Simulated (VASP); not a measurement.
# CdS (Fm-3m) in VASP: further runs, part 2 of 2

VASP 6.6.1. The steps go on from the part before.

### 3 G0W0 quasiparticle levels, PBE

POSCAR

```
CdS
1.0
    0.0000000000      2.7532440000      2.7532440000
    2.7532440000      0.0000000000      2.7532440000
    2.7532440000      2.7532440000      0.0000000000
Cd S
1 1
Direct
    0.0000000000      0.0000000000      0.0000000000
    0.5000000000      0.5000000000      0.5000000000
```

INCAR.step1

```
SYSTEM = CdS
PREC = Accurate
ENCUT = 450
EDIFF = 1E-8
ISMEAR = 0
SIGMA = 0.01
LREAL = .False.
LASPH = .True.
NELM = 80
ALGO = Normal
LWAVE = .True.
LCHARG = .False.
GGA = PE
```

INCAR.step2

```
SYSTEM = CdS
PREC = Accurate
ENCUT = 450
EDIFF = 1E-8
ISMEAR = 0
SIGMA = 0.01
LREAL = .False.
LASPH = .True.
NELM = 1
ALGO = Exact
LWAVE = .True.
LCHARG = .False.
GGA = PE
NBANDS = 21
LOPTICS = .True.
ISTART = 1
```

INCAR.step3

```
SYSTEM = CdS
PREC = Accurate
ENCUT = 450
EDIFF = 1E-8
ISMEAR = 0
SIGMA = 0.01
LREAL = .False.
LASPH = .True.
ALGO = EVGW0
LWAVE = .False.
LCHARG = .False.
GGA = PE
NELMGW = 1
NBANDS = 21
ENCUTGW = 100
NOMEGA = 48
PRECFOCK = Fast
ISTART = 1
NBANDSGW = 17
```

KPOINTS

```
Automatic mesh
0
Gamma
  3 3 3
  0 0 0
```

Potentials or basis: VASP PAW PBE potentials, release 64 (Cd_GW, S_GW).

Started as:

```console
cat potpaw_PBE.64/Cd_GW/POTCAR potpaw_PBE.64/S_GW/POTCAR > POTCAR
cp INCAR.step1 INCAR
mpirun -np 1 vasp_std > vasp.out
cp INCAR.step2 INCAR
mpirun -np 1 vasp_std > vasp.out
cp INCAR.step3 INCAR
mpirun -np 1 vasp_std > vasp.out
```

OUTCAR:

```text
SYSTEM = CdS
   PREC = Accurate
   ENCUT = 450
   EDIFF = 1E-8
   ISMEAR = 0
   LREAL = .False.
   LASPH = .True.
   GGA = PE
   NELMGW = 1
   ENCUTGW = 100
   PRECFOCK = Fast
   ISTART = 1

 Found      4 irreducible k-points:

 Following reciprocal coordinates:
            Coordinates               Weight
  0.000000  0.000000  0.000000      1.000000
  0.333333  0.000000  0.000000      8.000000
  0.333333  0.333333  0.000000      6.000000
 -0.333333  0.333333  0.000000     12.000000
   k-points           NKPTS =      4   k-points in BZ     NKDIM =     27   number of bands    NBANDS=     21
   number of dos      NEDOS =    301   number of ions     NIONS =      2
   total plane-waves  NPLWV =  21952
   dimension x,y,z NGX =    28 NGY =   28 NGZ =   28
   dimension x,y,z NGXF=    56 NGYF=   56 NGZF=   56
   ions per type =               1   1
   NGX,Y,Z   is equivalent  to a cutoff of  11.95, 11.95, 11.95 a.u.
   NGXF,Y,Z  is equivalent  to a cutoff of  23.91, 23.91, 23.91 a.u.
 SYSTEM =  CdS
   PREC   = accura    normal or accurate (medium, high low for compatibility)
   ISTART =      1    job   : 0-new  1-cont  2-samecut
   ICHARG =      0    charge: 1-file 2-atom 10-const
   ISPIN  =      1    spin polarized calculation?
   LNONCOLLINEAR =      F non collinear calculations
   LSORBIT =      F    spin-orbit coupling
   LASPH  =      T    aspherical Exc in radial PAW
   ENCUT  =  450.0 eV  33.07 Ry    5.75 a.u.   6.73  6.73  6.73*2*pi/ulx,y,z
   NELM   =     60;   NELMIN=  2; NELMDL=  0     # of ELM steps
   EDIFF  = 0.1E-07   stopping-criterion for ELM
   LREAL  =      F    real-space projection
   EDIFFG = 0.1E-06   stopping-criterion for IOM
   NSW    =      0    number of steps for IOM
   IBRION =     -1    ionic relax: 0-MD 1-quasi-New 2-CG
   NFREE  =      0    steps in history (QN), initial steepest desc. (CG)
   ISIF   =      0    stress and relaxation
   ISYM   =      3    0-nonsym 1-usesym 2-fastsym
   POTIM  = 0.5000    time-step for ionic-motion
   TEBEG  =    0.0;   TEEND  =   0.0 temperature during run
   PSTRESS=    0.0 pullay stress
   NELECT =      18.0000    total number of electrons
   NUPDOWN=      -1.0000    fix difference up-down
   EMIN   =  10.00;   EMAX   =-10.00  energy-range for DOS
   EFERMI =   0.00;   METHOD = LEGACY
   ISMEAR =     0;   SIGMA  =   0.01  broadening in eV -4-tet -1-fermi 0-gaus
   EFERMI_NEDOS =   21; number of points for ismear=-14 and -15
   IALGO  =     38    algorithm
   IMIX   =      4    mixing-type and parameters
     AMIX     =   0.40;   BMIX     =  1.00
     AMIX_MAG =   1.60;   BMIX_MAG =  1.00
  volume/ion in A,a.u.               =      20.87       140.84
  Fermi-wavevector in a.u.,A,eV,Ry     =   1.236833  2.337275 20.813583  1.529755
  Thomas-Fermi vector in A             =   2.371425
   LORBIT       =      0    0 simple, 1 ext, 2 COOP (PROOUT), +10 PAW based schemes
   GGA     = PE    functional components
   LHFCALC =     T    Hartree Fock is set to
   PRECFOCK=fast      Normal, Fast or Accurate (Low or Medium for compatibility)
   ENCUT4O =  -1.0   cutoff for four orbital integrals eV
   NKREDX  =     1    reduce k-point grid by
   NKREDY  =     1    reduce k-point grid by
   NKREDZ  =     1    reduce k-point grid by
   AEXX    =    1.0000 exact exchange contribution
   HFSCREEN=    0.0000 screening length (either q_TF or 0.3 A-1)
   HFSCREENC=   0.0000 screening length for correlation (either q_TF or 0.3 A-1)
   ENCUTFOCK=  -1.0 apply spherical cutoff to Coloumb kernel
   IVDW    =     0    specifies the selected vdW correction
   LEPSILON=     F    determine dielectric tensor
   LRPA    =     F    only Hartree local field effects (RPA)
   LRPAFORCE           =     F    calculate RPA forces
   ENCUTGW             = 100.0    cutoff for response function in eV
   ENCUTGWSOFT         =  80.0    soft cutoff for Coulomb kernel in GW response function in eV
   ENCUTLF             =  -1.0    cutoff for local field effects
   NELMGW              =     1    number of iterations in solving QP/BSE equation
   NELMHF              =     1    number of iterations in the inner HF iteration
   NKREDLFX            =     1    NKREDLFY  =   1   NKREDLFZ  =   1
 non-spin polarized calculation
 Gauss-broadening in eV      SIGMA  =   0.01
  energy-cutoff  :      450.00
  volume of cell :       41.74
 maximum number of plane-waves:       906
  NGX = 16; NGY = 16; NGZ = 16
   NGX = 13   NGY = 13   NGZ = 13
 maximum number of plane-waves:       113
 NGX is ok and might be reduce to    14

 QP shifts <psi_nk| G(iteration)W_0 |psi_nk>: iteration 1
 for sc-GW calculations column KS-energies equals QP-energies in previous step
 and V_xc(KS)=  KS-energies - (<T + V_ion + V_H > + <T+V_H+V_ion>^1  + <V_x>^1)

 k-point   1 :       0.0000    0.0000    0.0000
  band No.  KS-energies  QP-energies   sigma(KS)   V_xc(KS)     V^pw_x(r,r')   Z            occupation Imag(sigma)

      1      -8.2276      -8.0196     -12.3520     -12.6776     -20.6296       0.6390       2.0000       1.5617
      2      -3.3313      -4.5316     -17.0739     -15.3687     -23.1447       0.7039       2.0000       0.2949
      3      -3.3313      -4.5316     -17.0739     -15.3687     -23.1447       0.7039       2.0000       0.2949
      4      -3.3313      -4.5316     -17.0739     -15.3687     -23.1447       0.7039       2.0000       0.2949
      5      -3.3249      -4.5237     -17.2029     -15.5045     -23.4091       0.7058       2.0000       0.3652
      6      -3.3249      -4.5237     -17.2029     -15.5045     -23.4091       0.7058       2.0000       0.3652
[... 9 lines left out ...]
     16      15.6056      17.1082      -8.1544     -10.1578      -3.6388       0.7500       0.0000      -0.5867
     17      15.6056      17.1082      -8.1544     -10.1578      -3.6388       0.7500       0.0000      -0.5867

 k-point   2 :       0.3333    0.0000    0.0000
  band No.  KS-energies  QP-energies   sigma(KS)   V_xc(KS)     V^pw_x(r,r')   Z            occupation Imag(sigma)

      1      -7.4583      -7.2277     -12.8082     -13.1620     -20.8816       0.6518       2.0000       1.3820
      2      -3.5365      -4.6807     -16.8877     -15.2500     -23.1242       0.6986       2.0000       0.3809
      3      -3.5365      -4.6807     -16.8877     -15.2500     -23.1242       0.6986       2.0000       0.3809
      4      -3.4494      -4.5937     -16.6626     -15.0319     -22.7137       0.7017       2.0000       0.3312
      5      -3.1877      -4.4049     -17.2732     -15.5481     -23.3571       0.7056       2.0000       0.2958
      6      -3.1877      -4.4049     -17.2732     -15.5481     -23.3571       0.7056       2.0000       0.2958
[... 9 lines left out ...]
     16      15.8326      17.4061      -8.6526     -10.6923      -4.6916       0.7715       0.0000      -0.4000
     17      21.5622      23.6947      -8.3343     -11.0368      -3.7775       0.7891       0.0000      -1.0196

 k-point   3 :       0.3333    0.3333    0.0000
  band No.  KS-energies  QP-energies   sigma(KS)   V_xc(KS)     V^pw_x(r,r')   Z            occupation Imag(sigma)

      1      -7.4873      -7.3155     -13.0906     -13.3587     -21.1871       0.6408       2.0000       1.3221
      2      -3.4402      -4.6218     -16.8879     -15.2039     -22.9533       0.7016       2.0000       0.3006
      3      -3.2482      -4.4585     -17.2927     -15.5834     -23.5002       0.7080       2.0000       0.3570
      4      -3.1787      -4.2110     -16.4927     -15.0296     -22.6047       0.7056       2.0000       0.4252
      5      -3.1577      -4.3718     -17.2685     -15.5467     -23.3394       0.7051       2.0000       0.2894
      6      -3.1577      -4.3718     -17.2685     -15.5467     -23.3394       0.7051       2.0000       0.2894
[... 9 lines left out ...]
     16      19.5780      21.7014      -8.8375     -11.5432      -4.2763       0.7848       0.0000      -0.8674
     17      19.5780      21.7014      -8.8375     -11.5432      -4.2763       0.7848       0.0000      -0.8674

 k-point   4 :      -0.3333    0.3333    0.0000
  band No.  KS-energies  QP-energies   sigma(KS)   V_xc(KS)     V^pw_x(r,r')   Z            occupation Imag(sigma)

      1      -7.1911      -7.0164     -13.3647     -13.6351     -21.4151       0.6464       2.0000       1.2521
      2      -3.4626      -4.6175     -16.9772     -15.3329     -23.2267       0.7024       2.0000       0.3859
      3      -3.4289      -4.5729     -16.6928     -15.0640     -22.7523       0.7023       2.0000       0.3312
      4      -3.2651      -4.4518     -17.0131     -15.3251     -23.0689       0.7030       2.0000       0.3052
      5      -3.1335      -4.3556     -17.3219     -15.5914     -23.3913       0.7062       2.0000       0.2856
      6      -2.8377      -3.9184     -17.1385     -15.6200     -23.2646       0.7117       2.0000       0.3710
[... 9 lines left out ...]
     16      19.7754      21.8221      -8.5647     -11.1813      -3.9643       0.7822       0.0000      -0.9531
     17      20.9739      23.1739      -8.4935     -11.2693      -4.0494       0.7926       0.0000      -0.9650
```

It used 15 s of CPU time on 1 thread of Intel(R) Xeon(R) 6975P-C (Granite Rapids), with other jobs on the host, which was overloaded at the time.

These settings aren't checked as converged: the numbers below hold their error.

What came out:

```
Band gap on the k mesh, mean-field level : 0.97 eV, indirect (least direct gap 1.47 eV)
Quasiparticle gap                        : 1.83 eV
Least direct quasiparticle gap           : 2.31 eV
```

Caveat: the k mesh is coarse (spacing up to 0.66 Å⁻¹), so the values aren't converged; bands, screening cutoff and mesh are small and nothing is extrapolated, so the quasiparticle values aren't converged; an odd mesh through Γ misses points on the zone boundary, where band edges often lie.

### 4 G0W0 quasiparticle levels, PBE

POSCAR is that of step 3.

INCAR.step1 is that of step 3.

INCAR.step2, as its differences from that of step 3:

```diff
@@ -13,3 +13,3 @@
 GGA = PE
-NBANDS = 21
+NBANDS = 59
 LOPTICS = .True.
```

INCAR.step3, as its differences from that of step 3:

```diff
@@ -13,4 +13,4 @@
 NELMGW = 1
-NBANDS = 21
-ENCUTGW = 100
+NBANDS = 59
+ENCUTGW = 50
 NOMEGA = 48
```

KPOINTS is that of step 3.

Potentials or basis: VASP PAW PBE potentials, release 64 (Cd_GW, S_GW).

Started as:

```console
cat potpaw_PBE.64/Cd_GW/POTCAR potpaw_PBE.64/S_GW/POTCAR > POTCAR
cp INCAR.step1 INCAR
mpirun -np 1 vasp_std > vasp.out
cp INCAR.step2 INCAR
mpirun -np 1 vasp_std > vasp.out
cp INCAR.step3 INCAR
mpirun -np 1 vasp_std > vasp.out
```

OUTCAR:

```text
SYSTEM = CdS
   PREC = Accurate
   ENCUT = 450
   EDIFF = 1E-8
   ISMEAR = 0
   LREAL = .False.
   LASPH = .True.
   GGA = PE
   NELMGW = 1
   ENCUTGW = 50
   PRECFOCK = Fast
   ISTART = 1

 Found      4 irreducible k-points:

 Following reciprocal coordinates:
            Coordinates               Weight
  0.000000  0.000000  0.000000      1.000000
  0.333333  0.000000  0.000000      8.000000
  0.333333  0.333333  0.000000      6.000000
 -0.333333  0.333333  0.000000     12.000000
   k-points           NKPTS =      4   k-points in BZ     NKDIM =     27   number of bands    NBANDS=     59
   number of dos      NEDOS =    301   number of ions     NIONS =      2
   total plane-waves  NPLWV =  21952
   dimension x,y,z NGX =    28 NGY =   28 NGZ =   28
   dimension x,y,z NGXF=    56 NGYF=   56 NGZF=   56
   ions per type =               1   1
   NGX,Y,Z   is equivalent  to a cutoff of  11.95, 11.95, 11.95 a.u.
   NGXF,Y,Z  is equivalent  to a cutoff of  23.91, 23.91, 23.91 a.u.
 SYSTEM =  CdS
   PREC   = accura    normal or accurate (medium, high low for compatibility)
   ISTART =      1    job   : 0-new  1-cont  2-samecut
   ICHARG =      0    charge: 1-file 2-atom 10-const
   ISPIN  =      1    spin polarized calculation?
   LNONCOLLINEAR =      F non collinear calculations
   LSORBIT =      F    spin-orbit coupling
   LASPH  =      T    aspherical Exc in radial PAW
   ENCUT  =  450.0 eV  33.07 Ry    5.75 a.u.   6.73  6.73  6.73*2*pi/ulx,y,z
   NELM   =     60;   NELMIN=  2; NELMDL=  0     # of ELM steps
   EDIFF  = 0.1E-07   stopping-criterion for ELM
   LREAL  =      F    real-space projection
   EDIFFG = 0.1E-06   stopping-criterion for IOM
   NSW    =      0    number of steps for IOM
   IBRION =     -1    ionic relax: 0-MD 1-quasi-New 2-CG
   NFREE  =      0    steps in history (QN), initial steepest desc. (CG)
   ISIF   =      0    stress and relaxation
   ISYM   =      3    0-nonsym 1-usesym 2-fastsym
   POTIM  = 0.5000    time-step for ionic-motion
   TEBEG  =    0.0;   TEEND  =   0.0 temperature during run
   PSTRESS=    0.0 pullay stress
   NELECT =      18.0000    total number of electrons
   NUPDOWN=      -1.0000    fix difference up-down
   EMIN   =  10.00;   EMAX   =-10.00  energy-range for DOS
   EFERMI =   0.00;   METHOD = LEGACY
   ISMEAR =     0;   SIGMA  =   0.01  broadening in eV -4-tet -1-fermi 0-gaus
   EFERMI_NEDOS =   21; number of points for ismear=-14 and -15
   IALGO  =     38    algorithm
   IMIX   =      4    mixing-type and parameters
     AMIX     =   0.40;   BMIX     =  1.00
     AMIX_MAG =   1.60;   BMIX_MAG =  1.00
  volume/ion in A,a.u.               =      20.87       140.84
  Fermi-wavevector in a.u.,A,eV,Ry     =   1.236833  2.337275 20.813583  1.529755
  Thomas-Fermi vector in A             =   2.371425
   LORBIT       =      0    0 simple, 1 ext, 2 COOP (PROOUT), +10 PAW based schemes
   GGA     = PE    functional components
   LHFCALC =     T    Hartree Fock is set to
   PRECFOCK=fast      Normal, Fast or Accurate (Low or Medium for compatibility)
   ENCUT4O =  -1.0   cutoff for four orbital integrals eV
   NKREDX  =     1    reduce k-point grid by
   NKREDY  =     1    reduce k-point grid by
   NKREDZ  =     1    reduce k-point grid by
   AEXX    =    1.0000 exact exchange contribution
   HFSCREEN=    0.0000 screening length (either q_TF or 0.3 A-1)
   HFSCREENC=   0.0000 screening length for correlation (either q_TF or 0.3 A-1)
   ENCUTFOCK=  -1.0 apply spherical cutoff to Coloumb kernel
   IVDW    =     0    specifies the selected vdW correction
   LEPSILON=     F    determine dielectric tensor
   LRPA    =     F    only Hartree local field effects (RPA)
   LRPAFORCE           =     F    calculate RPA forces
   ENCUTGW             =  50.0    cutoff for response function in eV
   ENCUTGWSOFT         =  40.0    soft cutoff for Coulomb kernel in GW response function in eV
   ENCUTLF             =  -1.0    cutoff for local field effects
   NELMGW              =     1    number of iterations in solving QP/BSE equation
   NELMHF              =     1    number of iterations in the inner HF iteration
   NKREDLFX            =     1    NKREDLFY  =   1   NKREDLFZ  =   1
 non-spin polarized calculation
 Gauss-broadening in eV      SIGMA  =   0.01
  energy-cutoff  :      450.00
  volume of cell :       41.74
 maximum number of plane-waves:       906
  NGX = 16; NGY = 16; NGZ = 16
   NGX = 13   NGY = 13   NGZ = 13
 maximum number of plane-waves:        34
 NGX is ok and might be reduce to    10

 QP shifts <psi_nk| G(iteration)W_0 |psi_nk>: iteration 1
 for sc-GW calculations column KS-energies equals QP-energies in previous step
 and V_xc(KS)=  KS-energies - (<T + V_ion + V_H > + <T+V_H+V_ion>^1  + <V_x>^1)

 k-point   1 :       0.0000    0.0000    0.0000
  band No.  KS-energies  QP-energies   sigma(KS)   V_xc(KS)     V^pw_x(r,r')   Z            occupation Imag(sigma)

      1      -8.2276      -8.3535     -12.8652     -12.6776     -20.6296       0.6710       2.0000       1.5100
      2      -3.3313      -4.8625     -17.5120     -15.3687     -23.1447       0.7144       2.0000       0.5100
      3      -3.3313      -4.8625     -17.5120     -15.3687     -23.1447       0.7144       2.0000       0.5100
      4      -3.3313      -4.8625     -17.5120     -15.3687     -23.1447       0.7144       2.0000       0.5100
      5      -3.3249      -4.8630     -17.6458     -15.5045     -23.4091       0.7183       2.0000       0.5574
      6      -3.3249      -4.8630     -17.6458     -15.5045     -23.4091       0.7183       2.0000       0.5574
[... 9 lines left out ...]
     16      15.6056      16.2173      -9.3550     -10.1578      -3.6388       0.7620       0.0000      -0.5906
     17      15.6056      16.2173      -9.3550     -10.1578      -3.6388       0.7620       0.0000      -0.5906
[... 46 lines left out ...]
      1      -7.1911      -7.2933     -13.7877     -13.6351     -21.4151       0.6693       2.0000       1.2608
      2      -3.4626      -4.9501     -17.4157     -15.3329     -23.2267       0.7142       2.0000       0.5697
      3      -3.4289      -4.9147     -17.1419     -15.0640     -22.7523       0.7150       2.0000       0.5350
      4      -3.2651      -4.7868     -17.4501     -15.3251     -23.0689       0.7161       2.0000       0.5105
      5      -3.1335      -4.6854     -17.7488     -15.5914     -23.3913       0.7193       2.0000       0.4965
      6      -2.8377      -4.2398     -17.5604     -15.6200     -23.2646       0.7226       2.0000       0.5503
[... 9 lines left out ...]
     16      19.7754      20.7040      -9.9797     -11.1813      -3.9643       0.7728       0.0000      -0.8998
     17      20.9739      21.9531     -10.0200     -11.2693      -4.0494       0.7838       0.0000      -0.9415
```

OUTCAR.step1:

```text
SYSTEM = CdS
   PREC = Accurate
   ENCUT = 450
   EDIFF = 1E-8
   ISMEAR = 0
   LREAL = .False.
   LASPH = .True.
[... 170 lines left out ...]
      0.00000      0.00000      0.00000         0.000000      0.000000      0.000000
      2.75324      2.75324      2.75324         0.000000      0.000000      0.000000
 -----------------------------------------------------------------------------------
    total drift:                                0.000000      0.000000      0.000000

  FREE ENERGIE OF THE ION-ELECTRON SYSTEM (eV)
  ---------------------------------------------------
  free  energy   TOTEN  =        -5.6339770733 eV

  energy  without entropy=       -5.6339770733  energy(sigma->0) =       -5.63397707
```

OUTCAR.step2:

```text
SYSTEM = CdS
   PREC = Accurate
   ENCUT = 450
   EDIFF = 1E-8
[... 538 lines left out ...]
  --------------------------------------------------------------------------------------------------------------
     0.00000    22.89151    22.89151    22.89151    -0.00000     0.00000     0.00000
     0.84156    27.65058    27.65058    27.65058    -0.00000     0.00000     0.00000
     1.68312   -11.42866   -11.42866   -11.42866    -0.00000     0.00000     0.00000
     2.52468    18.32455    18.32455    18.32455    -0.00000     0.00000     0.00000
     3.36623    21.78540    21.78540    21.78540    -0.00000     0.00000     0.00000
     4.20779   -23.56089   -23.56089   -23.56089     0.00000    -0.00000    -0.00000
[... 92 lines left out ...]
    82.47275     0.87380     0.87380     0.87380     0.00000    -0.00000    -0.00000
    83.31431     0.87713     0.87713     0.87713     0.00000    -0.00000    -0.00000
```

Run time: 30 s. Hardware: 1 thread of Intel Xeon 6975P-C (Granite Rapids), shared host; peak memory 0.23 GiB.

These settings aren't checked as converged: the numbers below hold their error.

Results:

| Item | Value |
| --- | --- |
| Band gap on the k mesh, mean-field level | 0.97 eV, indirect (least direct gap 1.47 eV) |
| Quasiparticle gap | 1.56 eV |
| Least direct quasiparticle gap | 2.05 eV |

Caveat: the k mesh is coarse (spacing up to 0.66 Å⁻¹), so the values aren't converged; bands, screening cutoff and mesh are small and nothing is extrapolated, so the quasiparticle values aren't converged; an odd mesh through Γ misses points on the zone boundary, where band edges often lie.
